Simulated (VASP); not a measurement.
# NaCl (Fm-3m) in VASP: settings compared, part 2 of 2

VASP 6.6.1.

### Step 4. Relaxation of cell and atoms, LDA

The input, INCAR:

```
SYSTEM = NaCl
  ALGO = Normal
  EDIFF = 1E-6
  EDIFFG = -0.01
  ENCUT = 600
  GGA = CA
  IBRION = 2
  ISIF = 3
  ISMEAR = 0
  LASPH = .TRUE.
  LCHARG = .FALSE.
  LREAL = .FALSE.
  LWAVE = .FALSE.
  NELM = 80
  NSW = 90
  PREC = Accurate
  SIGMA = 0.03
```

The input, KPOINTS:

```
k-points
0
G
  8 8 8
  0 0 0
```

The input, POSCAR:

```
NaCl
1.0
    0.0000000000      2.8100000000      2.8100000000
    2.8100000000      0.0000000000      2.8100000000
    2.8100000000      2.8100000000      0.0000000000
Na Cl
1 1
Direct
    0.0000000000      0.0000000000      0.0000000000
    0.5000000000      0.5000000000      0.5000000000
```

Potentials or basis: VASP PAW LDA potentials, release 64 (Na_pv, Cl).

Started as:

```bash
cat potpaw_LDA.64/Na_pv/POTCAR potpaw_LDA.64/Cl/POTCAR > POTCAR
mpirun -np 1 vasp_std > vasp.out
```

OUTCAR:

```text
SYSTEM = NaCl
   EDIFF = 1E-6
   EDIFFG = -0.01
   ENCUT = 600
   GGA = CA
   IBRION = 2
   ISIF = 3
   ISMEAR = 0
   LASPH = .TRUE.
   LREAL = .FALSE.
   NELM = 80
   NSW = 90
   PREC = Accurate

 ion  position               nearest neighbor table
   1  0.000  0.000  0.000-
   2  0.500  0.500  0.500-

  LATTYP: Found a face centered cubic cell.
 ALAT       =     5.6200000000

  Lattice vectors:

 A1 = (   0.0000000000,   2.8100000000,   2.8100000000)
 A2 = (   2.8100000000,   0.0000000000,   2.8100000000)
 A3 = (   2.8100000000,   2.8100000000,   0.0000000000)

Analysis of symmetry for initial positions (statically):
=====================================================================
 Subroutine PRICEL returns:
 Original cell was already a primitive cell.

 Routine SETGRP: Setting up the symmetry group for a
 face centered cubic supercell.

 Subroutine GETGRP returns: Found 48 space group operations
 (whereof 48 operations were pure point group operations)
 out of a pool of 48 trial point group operations.

The static configuration has the point symmetry O_h .

Analysis of symmetry for dynamics (positions and initial velocities):
=====================================================================
 Subroutine PRICEL returns:
[... 302 lines left out ...]

 number of electron      14.0000002 magnetization

 Free energy of the ion-electron system (eV)
  ---------------------------------------------------
  ext. energy  EPLUGINS =         0.00000000
  ---------------------------------------------------
  free energy    TOTEN  =        -7.38970933 eV

  energy without entropy =       -7.38970933  energy(sigma->0) =       -7.38970933

 E-fermi :  -0.2210     XC(G=0):  -9.1278

 val. band max:       -0.3728535166   @ k =   0.0000   0.0000   0.0000
 cond. band min:       4.6984647338   @ k =   0.0000   0.0000   0.0000
 fundamental gap:      5.0713182504
 Fermi energy:        -0.2209993280

 k-point     1 :       0.0000    0.0000    0.0000
  band No.  band energies     occupation
      1     -21.0033      2.00000
      2     -21.0033      2.00000
      3     -21.0033      2.00000
      4     -13.1901      2.00000
      5      -0.3729      2.00000
      6      -0.3729      2.00000
      7      -0.3729      2.00000
      8       4.6985      0.00000
      9      10.5549      0.00000
     10      10.5549      0.00000
     11      10.5549      0.00000
[... 309 lines left out ...]
 k-point    24 :      -0.3750    0.2500    0.1250
  band No.  band energies     occupation
      1     -21.0416      2.00000
      2     -21.0161      2.00000
      3     -21.0101      2.00000
      4     -12.6825      2.00000
      5      -2.3759      2.00000
      6      -1.3142      2.00000
      7      -0.8838      2.00000
      8       7.8333      0.00000
      9       9.1943      0.00000
     10       9.9709      0.00000
     11      11.3918      0.00000

 [... further k-points ...]

------------------------ aborting loop because EDIFF is reached ----------------------------------------

  FORCE on cell =-STRESS in cart. coord.  units (eV):
  Direction    XX          YY          ZZ          XY          YZ          ZX
  --------------------------------------------------------------------------------------
  -------------------------------------------------------------------------------------
  Total       -0.0185781     -0.0185781     -0.0185781     -0.0000000      0.0000000      0.0000000
  in kB       -0.7280852     -0.7280852     -0.7280852     -0.0000000      0.0000000      0.0000000
  external PRESSURE =      -0.7280852 kB  Pullay stress =       0.0000000 kB
[... 17 lines left out ...]
  FREE ENERGIE OF THE ION-ELECTRON SYSTEM (eV)
  ---------------------------------------------------
  free  energy   TOTEN  =        -7.3897093264 eV

  energy  without entropy=       -7.3897093264  energy(sigma->0) =       -7.38970933

 reached required accuracy - stopping structural energy minimisation
```

OSZICAR:

```text
N       E                     dE             d eps       ncg     rms          rms(c)
DAV:   1     0.103189710152E+03    0.10319E+03   -0.79307E+03   638   0.139E+03
DAV:   2     0.222550902174E+01   -0.10096E+03   -0.93724E+02   697   0.296E+02
DAV:   3    -0.734965449840E+01   -0.95752E+01   -0.95116E+01   767   0.906E+01
[... 37 lines left out ...]
DAV:   1    -0.739075579163E+01   -0.10544E-02   -0.22927E-02   716   0.235E+00    0.204E-01
DAV:   2    -0.738988797666E+01    0.86781E-03   -0.14868E-03   704   0.401E-01    0.815E-02
DAV:   3    -0.738973127533E+01    0.15670E-03   -0.31409E-04   722   0.202E-01    0.396E-02
DAV:   4    -0.738970969340E+01    0.21582E-04   -0.10722E-05   935   0.463E-02    0.283E-03
DAV:   5    -0.738970932635E+01    0.36705E-06   -0.10406E-06   340   0.114E-02
   5 F= -.73897093E+01 E0= -.73897093E+01  d E =-.264444E-01
```

Wall time 28 s (1 thread of Intel Xeon Platinum 8259CL at 2.50GHz (Skylake/Cascade Lake), shared host); peak memory 0.16 GiB.

Results:

* Free energy: -7.3897 eV
* Relaxed volume: 20.44 Å³/atom
* Relaxed cell: a = 3.867 Å, b = 3.867 Å, c = 3.867 Å, α = 60.00°, β = 60.00°, γ = 60.00°
* Space group after relaxing (to 0.05 Å): Fm-3m (No. 225)
* Energy gained by relaxing: 13.2 meV/atom
* Ionic steps: 5
* Pressure after relaxing: -0.1 GPa
* Band gap on the k mesh: 5.07 eV, direct

Step by step:
| step | energy change (eV) | largest force (eV/Å) | pressure (GPa) | volume (Å³) |
| --- | --- | --- | --- | --- |
| 1 | 0.0000 | 0.0000 | -2.19 | 44.38 |
| 2 | -0.0203 | 0.0000 | -1.24 | 42.46 |
| 3 | -0.0246 | 0.0000 | 0.59 | 39.98 |
| 4 | -0.0264 | 0.0000 | 0.10 | 40.74 |
| 5 | -0.0264 | 0.0000 | -0.07 | 40.88 |

Final structure:
```
CELL_PARAMETERS angstrom
0.00000 2.73422 2.73422
2.73422 0.00000 2.73422
2.73422 2.73422 0.00000
ATOMIC_POSITIONS crystal
Na 0.00000 0.00000 0.00000
Cl 0.50000 0.50000 0.50000
```

Levels at points of the mesh, in eV from the valence-band top:
| k point | band 4 | band 5 | band 6 | band 7 | band 8 | band 9 | band 10 | band 11 |
| --- | --- | --- | --- | --- | --- | --- | --- | --- |
| (0.00, 0.00, 0.00) | -12.82 | 0.00 | 0.00 | 0.00 | 5.07 | 10.93 | 10.93 | 10.93 |
| (0.50, 0.00, 0.00) | -12.35 | -2.33 | -0.33 | -0.33 | 7.05 | 10.89 | 10.89 | 11.03 |
| (0.50, 0.50, 0.00) | -12.30 | -2.00 | -0.72 | -0.72 | 7.43 | 7.64 | 11.61 | 15.17 |

### Step 5. Relaxation of cell and atoms, LDA

This run uses another cell than the first one, of 20.44 Å³/atom, 0.921 times its volume.

Changes to INCAR since step 4:

```diff
@@ -2,4 +2,4 @@
   ALGO = Normal
-  EDIFF = 1E-6
-  EDIFFG = -0.01
+  EDIFF = 1E-7
+  EDIFFG = -0.005
   ENCUT = 600
```

KPOINTS is that of step 4.

The input, POSCAR:

```
NaCl                                    
1.0
    0.0000000000      2.7342198651      2.7342198651
    2.7342198651     -0.0000000000      2.7342198651
    2.7342198651      2.7342198651      0.0000000000
  Na              Cl            
     1     1
Direct
     0.0000000000000000    0.0000000000000000    0.0000000000000000
     0.5000000000000000    0.5000000000000000    0.5000000000000000
```

Started as:

```bash
cat potpaw_LDA.64/Na_pv/POTCAR potpaw_LDA.64/Cl/POTCAR > POTCAR
mpirun -np 1 vasp_std > vasp.out
```

It took 12 s on 1 thread of Intel Xeon Platinum 8259CL at 2.50GHz (Skylake/Cascade Lake), shared host; peak memory 0.15 GiB.

It converged, with:

```yaml
Free_energy: -7.3894 eV
Relaxed_volume: 20.43 Å³/atom
Relaxed_cell: a = 3.866 Å, b = 3.866 Å, c = 3.866 Å, α = 60.00°, β = 60.00°, γ = 60.00°
Space_group_after_relaxing_to_0.05_Å: Fm-3m (No. 225)
Energy_gained_by_relaxing: 0.0 meV/atom
Ionic_steps: 2
Pressure_after_relaxing: 0.0 GPa
Band_gap_on_the_k_mesh: 5.07 eV, direct
```

Final structure:
```
Na Cl
1.0
     0.00000    2.73351    2.73351
     2.73351    0.00000    2.73351
     2.73351    2.73351    0.00000
Na Cl
1 1
Direct
  0.00000 0.00000 0.00000
  0.50000 0.50000 0.50000
```

Levels at points of the mesh, in eV from the valence-band top:
| k point | band 5 | band 6 | band 7 | band 8 | band 9 | band 10 |
| --- | --- | --- | --- | --- | --- | --- |
| (0.00, 0.00, 0.00) | 0.00 | 0.00 | 0.00 | 5.07 | 10.93 | 10.93 |
| (0.50, 0.00, 0.00) | -2.33 | -0.33 | -0.33 | 7.05 | 10.90 | 10.90 |
| (0.50, 0.50, 0.00) | -2.01 | -0.72 | -0.72 | 7.43 | 7.64 | 11.61 |

Expect the measured gap to be larger: semilocal functionals such as LDA lack the derivative discontinuity.

### Step 6. Relaxation of cell and atoms, PBE, target pressure 6.66 GPa, at which the enthalpy is minimised

The input, INCAR:

```
SYSTEM = NaCl
  PREC = Accurate
  ENCUT = 600
  EDIFF = 1E-6
  ISMEAR = 0
  SIGMA = 0.03
  LREAL = .False.
  LASPH = .True.
  NELM = 80
  ALGO = Normal
  ISIF = 3
  LWAVE = .False.
  LCHARG = .False.
  GGA = PE
  IBRION = 2
  NSW = 90
  EDIFFG = -0.01
  PSTRESS = 66.6
```

The input, KPOINTS:

```
regular mesh
0
Gamma
  8 8 8
  0 0 0
```

The input, POSCAR:

```
NaCl
1.0
    0.0000000000      2.8100000000      2.8100000000
    2.8100000000      0.0000000000      2.8100000000
    2.8100000000      2.8100000000      0.0000000000
Na Cl
1 1
Direct
    0.0000000000      0.0000000000      0.0000000000
    0.5000000000      0.5000000000      0.5000000000
```

Potentials or basis: VASP PAW PBE potentials, release 64 (Na_pv, Cl).

Started as:

```bash
cat potpaw_PBE.64/Na_pv/POTCAR potpaw_PBE.64/Cl/POTCAR > POTCAR
mpirun -np 1 vasp_std > vasp.out
```

OUTCAR:

```text
SYSTEM = NaCl
   PREC = Accurate
   ENCUT = 600
   EDIFF = 1E-6
   ISMEAR = 0
   LREAL = .False.
   LASPH = .True.
   NELM = 80
   ISIF = 3
   GGA = PE
   IBRION = 2
   NSW = 90
   EDIFFG = -0.01
   PSTRESS = 66.6

 ion  position               nearest neighbor table
   1  0.000  0.000  0.000-
   2  0.500  0.500  0.500-

  LATTYP: Found a face centered cubic cell.
 ALAT       =     5.6200000000

  Lattice vectors:

 A1 = (   0.0000000000,   2.8100000000,   2.8100000000)
 A2 = (   2.8100000000,   0.0000000000,   2.8100000000)
 A3 = (   2.8100000000,   2.8100000000,   0.0000000000)

Analysis of symmetry for initial positions (statically):
=====================================================================
 Subroutine PRICEL returns:
 Original cell was already a primitive cell.

 Routine SETGRP: Setting up the symmetry group for a
 face centered cubic supercell.

 Subroutine GETGRP returns: Found 48 space group operations
 (whereof 48 operations were pure point group operations)
 out of a pool of 48 trial point group operations.

The static configuration has the point symmetry O_h .

Analysis of symmetry for dynamics (positions and initial velocities):
=====================================================================
 Subroutine PRICEL returns:
 Original cell was already a primitive cell.

 Routine SETGRP: Setting up the symmetry group for a
 face centered cubic supercell.

 Subroutine GETGRP returns: Found 48 space group operations
[... 143 lines left out ...]

 number of electron      14.0000007 magnetization

 Free energy of the ion-electron system (eV)
  ---------------------------------------------------
  ext. energy  EPLUGINS =         0.00000000
  ---------------------------------------------------
  free energy    TOTEN  =        -6.77227674 eV

  energy without entropy =       -6.77227674  energy(sigma->0) =       -6.77227674

 E-fermi :  -0.4897     XC(G=0):  -8.2120

 val. band max:       -0.6700490045   @ k =   0.0000   0.0000   0.0000
 cond. band min:       4.4787673627   @ k =   0.0000   0.0000   0.0000
 fundamental gap:      5.1488163671
 Fermi energy:        -0.4897199513

 k-point     1 :       0.0000    0.0000    0.0000
  band No.  band energies     occupation
      1     -21.4677      2.00000
      2     -21.4677      2.00000
      3     -21.4677      2.00000
      4     -13.3524      2.00000
      5      -0.6700      2.00000
      6      -0.6700      2.00000
      7      -0.6700      2.00000
      8       4.4788      0.00000
      9      10.4617      0.00000
     10      10.4617      0.00000
     11      10.4617      0.00000
[... 397 lines left out ...]
--------------------------------------- Ionic step        3  -------------------------------------------

 number of electron      14.0000006 magnetization

 Free energy of the ion-electron system (eV)
  ---------------------------------------------------
  ext. energy  EPLUGINS =         0.00000000
  ---------------------------------------------------
  free energy    TOTEN  =        -6.64527250 eV

  energy without entropy =       -6.64527250  energy(sigma->0) =       -6.64527250

 E-fermi :   0.4191     XC(G=0):  -8.8363

 val. band max:        0.2470195167   @ k =   0.0000   0.0000   0.0000
 cond. band min:       6.0109294075   @ k =   0.0000   0.0000   0.0000
 fundamental gap:      5.7639098908
 Fermi energy:         0.4190809503

 k-point     1 :       0.0000    0.0000    0.0000
  band No.  band energies     occupation
      1     -20.3267      2.00000
      2     -20.3267      2.00000
      3     -20.3267      2.00000
      4     -12.8095      2.00000
      5       0.2470      2.00000
      6       0.2470      2.00000
      7       0.2470      2.00000
      8       6.0109      0.00000
      9      11.4844      0.00000
     10      11.4844      0.00000
     11      11.4844      0.00000
[... 355 lines left out ...]
  energy  without entropy=       -6.6452724984  energy(sigma->0) =       -6.64527250

  enthalpy is  TOTEN    =        -5.0438309577 eV   P V=        1.6014415408

 reached required accuracy - stopping structural energy minimisation
```

OSZICAR:

```text
N       E                     dE             d eps       ncg     rms          rms(c)
DAV:   1     0.106175874075E+03    0.10618E+03   -0.79622E+03   638   0.141E+03
DAV:   2     0.341488515738E+01   -0.10276E+03   -0.95208E+02   705   0.302E+02
DAV:   3    -0.672980230702E+01   -0.10145E+02   -0.10058E+02   770   0.940E+01
[... 23 lines left out ...]
DAV:   2    -0.665573732020E+01    0.49135E-01   -0.73749E-02   701   0.326E+00    0.669E-01
DAV:   3    -0.664614531923E+01    0.95920E-02   -0.22528E-02   722   0.180E+00    0.335E-01
DAV:   4    -0.664529269458E+01    0.85262E-03   -0.67842E-04   916   0.313E-01    0.282E-02
DAV:   5    -0.664527215357E+01    0.20541E-04   -0.92858E-05   671   0.738E-02    0.168E-02
DAV:   6    -0.664527249842E+01   -0.34484E-06   -0.37746E-06   755   0.316E-02
   3 F= -.50438310E+01 E0= -.50438310E+01  d E =-.116198E+00
```

Run time: 32 s. Hardware: 1 thread of Intel Xeon Platinum 8259CL at 2.50GHz (Skylake/Cascade Lake), shared host; peak memory 0.18 GiB.

What came out:

| Item | Value |
| --- | --- |
| Free energy | -6.6453 eV |
| Relaxed volume | 19.26 Å³/atom |
| Relaxed cell | a = 3.791 Å, b = 3.791 Å, c = 3.791 Å, α = 60.00°, β = 60.00°, γ = 60.00° |
| Space group after relaxing (to 0.05 Å) | Fm-3m (No. 225) |
| Energy change on relaxing (the enthalpy is what falls) | +63.5 meV/atom |
| Ionic steps | 3 |
| Pressure after relaxing | 6.6 GPa |
| Band gap on the k mesh | 5.76 eV, direct |

Step by step:
| step | energy change (eV) | largest force (eV/Å) | pressure (GPa) | volume (Å³) |
| --- | --- | --- | --- | --- |
| 1 | 0.0000 | 0.0000 | 1.05 | 44.38 |
| 2 | 0.0884 | 0.0000 | 5.26 | 39.57 |
| 3 | 0.1270 | 0.0000 | 6.63 | 38.53 |

Final structure:
```
Na Cl
1.0
     0.00000    2.68064    2.68064
     2.68064    0.00000    2.68064
     2.68064    2.68064    0.00000
Na Cl
1 1
Direct
  0.00000 0.00000 0.00000
  0.50000 0.50000 0.50000
```

Caveat: the cell is relaxed towards a set pressure, so the enthalpy falls and the energy may rise.

### Step 7. Summary

| level | potentials or basis | cell | target pressure | gap on the mesh (eV) | pressure (GPa) | relaxed volume (Å³/atom) |
| --- | --- | --- | --- | --- | --- | --- |
| PBE | VASP PAW PBE potentials, release 64 (Na_pv, Cl) | relaxed | - | 4.99 | 0.0 | 23.12 |
| LDA | VASP PAW LDA potentials, release 64 (Na_pv, Cl) | relaxed | - | 5.07 | 0.0 | 20.43 |
| PBE | VASP PAW PBE potentials, release 64 (Na_pv, Cl) | relaxed to 6.66 GPa | 6.66 GPa | 5.76 | 6.6 | - |

Alike in all rows: task relaxation of cell and atoms; no spin polarisation; k mesh 8 × 8 × 8; cutoff (eV) 600; smearing gaussian 0.03 eV.

Caveats: the cell is relaxed towards a set pressure, so the enthalpy falls and the energy may rise (some runs).

Total energies depend on the potentials used, so only differences within one code and one set of settings carry meaning.
